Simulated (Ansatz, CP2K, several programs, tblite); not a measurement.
Energy against volume for PtSe2 built on the fluorite prototype, at fixed shape and fractional coordinates, computed by several methods (PBE and r2SCAN, where shown, with plane waves in Ansatz); the cell shown is that of r2SCAN. It is cubic, Fm-3m (No. 225); conventional cell a = 6.262 Å, 20.46 Å³ an atom. Pt is surrounded by 8 Se at 2.71 Å; Se is surrounded by 4 Pt at 2.71 Å. The cell comes from a prototype generator: it can be a known phase or a hypothetical one. Spin polarisation is off. Energies count from each curve's lowest point; fits are third-order Birch-Murnaghan.

```
CELL_PARAMETERS angstrom
0.00000 3.13090 3.13090
3.13090 0.00000 3.13090
3.13090 3.13090 0.00000
ATOMIC_POSITIONS crystal
Pt 0.00000 0.00000 0.00000
Se 0.25000 0.25000 0.25000
Se 0.75000 0.75000 0.75000
```

Task: PBE, on the shape of its own relaxed cell, gives

| V (Å³/atom) | E (meV/atom) |
| --- | --- |
| 19.511 | 28.38 |
| 20.134 | 6.69 |
| 20.757 | 0.00 |
| 21.379 | 5.91 |
| 22.002 | 22.36 |

What equilibrium volume and bulk modulus follow?

Result: V₀ = 20.76 Å³ an atom and B₀ = 108 GPa.

GFN1-xTB (tblite), on the shape of the cell shown, as a cluster of 96 atoms at the zone centre:

| V (Å³/atom) | E (meV/atom) |
| --- | --- |
| 18.005 | 54.04 |
| 19.233 | 0.00 |
| 20.460 | 12.39 |
| 21.688 | 73.38 |
| 22.916 | 169.86 |

V₀ = 19.57 Å³ an atom and B₀ = 126 GPa.

PBE/SZV (CP2K), on the shape of the cell shown:
```csv
V (Å³/atom),E (meV/atom)
18.005,632.32
19.233,345.64
20.460,162.10
21.688,53.59
22.916,0.00
```
The lowest point is an end point, so the minimum isn't bracketed.

PBE/DZVP (CP2K), on the shape of the cell shown:
```csv
V (Å³/atom),E (meV/atom)
18.005,171.92
19.233,46.78
20.460,0.00
21.688,8.54
22.916,56.03
```
V₀ = 20.84 Å³ an atom and B₀ = 109 GPa.

light PBE (260 eV, its own mesh), on the shape of the cell shown:
```
V (Å³/atom)  E (meV/atom)
     18.824         93.99
     19.642         46.56
     20.460          2.16
     21.279          0.00
     22.097         10.50
     22.916         77.09
```
The points scatter about a smooth fit, as a low cutoff and a light mesh can make them, so no fit is quoted.
